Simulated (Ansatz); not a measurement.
# MnO2 (CdI2 type): other levels of theory at one geometry

Aim: keep the cell of MnO2 (CdI2 type) fixed and change the level of theory, to see how the gap, the moments and the pressure move. This structure was made by substitution into a known type, so it needn't be the compound's stable form.

Computed with Ansatz 0.2.0 (DFT at several levels, plane waves, PAW, unless a step's input says otherwise).

3 further runs of the same task are left out: 3 that didn't finish. Runs told in other sessions of the task aren't counted.

## Step 1: Starting point

The structure is trigonal, space group P-3m1 (No. 164). Conventional cell: a = 2.920 Å, b = 2.920 Å, c = 5.507 Å, α = 90.00°, β = 90.00°, γ = 120.00°. Mn (site symmetry -3m) is surrounded by 6 O at 1.94 Å. O (site symmetry 3m) is surrounded by 3 Mn at 1.94 Å.

As a file:

```cif
data_structure
_symmetry_space_group_name_H-M 'P 1'
_symmetry_Int_Tables_number 1
_cell_length_a 2.9203
_cell_length_b 2.9203
_cell_length_c 5.5070
_cell_angle_alpha 90.000
_cell_angle_beta 90.000
_cell_angle_gamma 120.000
_cell_volume 40.67
loop_
_atom_site_label
_atom_site_type_symbol
_atom_site_fract_x
_atom_site_fract_y
_atom_site_fract_z
_atom_site_occupancy
Mn1 Mn 0.00000 0.00000 0.00000 1
O1 O 0.33333 0.66667 0.17287 1
O2 O 0.66667 0.33333 0.82713 1
```

An earlier run at PBE+U (U_eff = 3.9 eV on Mn 3d) left this cell at 13.558 Å³/atom and -0.04 GPa (10×10×6 mesh), mesh gap 1.84 eV, spin moments in the atoms' spheres Mn 2.86; O -0.14 μB.

Levels to run: PBE+U with U = 1 eV on Mn 3d; PBE+U with U = 2 eV on Mn 3d; PBE+U with U = 7 eV on Mn 3d; PBE+U+SOC with U = 3.9 eV on Mn 3d, moments along [001]; HSE06; PBE+U+SOC with U = 3.9 eV on Mn 3d, moments along [111]. Hardware: 2 threads of Arm Neoverse V2, shared host.

## Step 2: PBE+U with U = 1 eV on Mn 3d

Input file input.yaml:

```yaml
crystal:
  lattice:
    - [2.9203003366, 0.0, 0.0]
    - [-1.4601501683, 2.5290542782, 0.0]
    - [0.0, 0.0, 5.5070216066]
  atoms:
    - { symbol: Mn, position: [0.0, 0.0, 0.0], spin: 3.15 }
    - { symbol: O, position: [0.3333333333, 0.6666666667, 0.1728657965] }
    - { symbol: O, position: [0.6666666667, 0.3333333333, 0.8271342035] }
basis:
  ecutwfc: 420
  ecutrho_ratio: 4
kpoints:
  mp_grid: { grid: [10, 10, 6] }
hamiltonian:
  xc: pbe
  hubbard: { sites: [{ species: Mn, l: d, u_eff: 1.0 }] }
scf:
  occupations: { method: gaussian, width: 0.05 }
  lower_state_search: "off"
output:
  forces: true
  stress: true
  eigenvalues: true
  populations: true
  hubbard: { sites: [{ species: Mn, l: d }] }
  dos: { projected: true, de: 0.02 }
magnetization:
  spin_polarized: true
checkpoint:
  read: start.run
  write: ck
  compress: false
  write_wavefunctions: false
  write_every: 100000
```

start.run holds the state of a PBE+U run on this cell.

Launch:

```bash
> ansatz run input.yaml --threads 2 --pin off --max-ram 2662MiB --backend cpu --events-out ev --progress --plain --runs-dir out
```

After this run come: PBE+U with U = 2 eV on Mn 3d; PBE+U with U = 7 eV on Mn 3d; Seeding on a coarse mesh: PBE+U+SOC with U = 3.9 eV on Mn 3d, moments along [001]; PBE+U+SOC with U = 3.9 eV on Mn 3d, moments along [001]; HSE06; Seeding on a coarse mesh: PBE+U+SOC with U = 3.9 eV on Mn 3d, moments along [111]; PBE+U+SOC with U = 3.9 eV on Mn 3d, moments along [111].

**Question.** What will these runs give? Wanted: for each run, gap less HSE06's; pressure; largest spin moment.

As calculated:

| level | mesh | gap on the mesh (eV) | gap less HSE06's (eV) | pressure (GPa) | largest spin moment (μB) | time |
| --- | --- | --- | --- | --- | --- | --- |
| PBE+U with U = 3.9 eV on Mn 3d | 10×10×6 | 1.84 | -1.51 | 0.0 | 2.86 | 27 s* |
| PBE+U with U = 1 eV on Mn 3d | 10×10×6 | 1.70 | -1.65 | -3.8 | 2.63 | 7 s* |
| PBE+U with U = 2 eV on Mn 3d | 10×10×6 | 1.98 | -1.36 | -2.7 | 2.70 | 6.3 s* |
| PBE+U with U = 7 eV on Mn 3d | 10×10×6 | 1.30 | -2.04 | 6.9 | 3.18 | 5.7 s* |
| PBE+U+SOC with U = 3.9 eV on Mn 3d, moments along [001] | 10×10×6 | 1.84 | -1.51 | 0.0 | 2.86 | 34 s* |
| PBE+U+SOC with U = 3.9 eV on Mn 3d, moments along [111] | 10×10×6 | 1.84 | -1.51 | 0.0 | 2.86 | 2.2 min* |
| HSE06 | 6×6×4 | 3.35 | 0 | -10.6 | 2.79 | 42 s |

Times are on 2 threads of Arm Neoverse V2, shared host, seeding runs included; some runs start from a saved state, which makes them quicker. * Includes bands or densities of states.

The pressure runs from -10.6 GPa (HSE06) to 6.9 GPa (PBE+U with U = 7 eV on Mn 3d); a negative pressure means that level wants a smaller cell, a positive one a larger cell. The gap is widest with HSE06 (3.35 eV) and narrowest with PBE+U with U = 7 eV on Mn 3d (1.30 eV). Spin–orbit coupling alone moves the gap by +0.00 eV. Taking HSE06 as the top rung, PBE+U with U = 2 eV on Mn 3d comes nearest in gap (-1.36 eV) at 12 s of CPU time against 77 s; the meshes differ, and the hybrid has no spin–orbit coupling. The runs with HSE06 read the same PAW datasets as PBE, not ones made for them. Runs that start from the base's state can stay on it, so another U may have a lower state that wasn't reached. Total energies of different levels have different zeros and can't be compared.
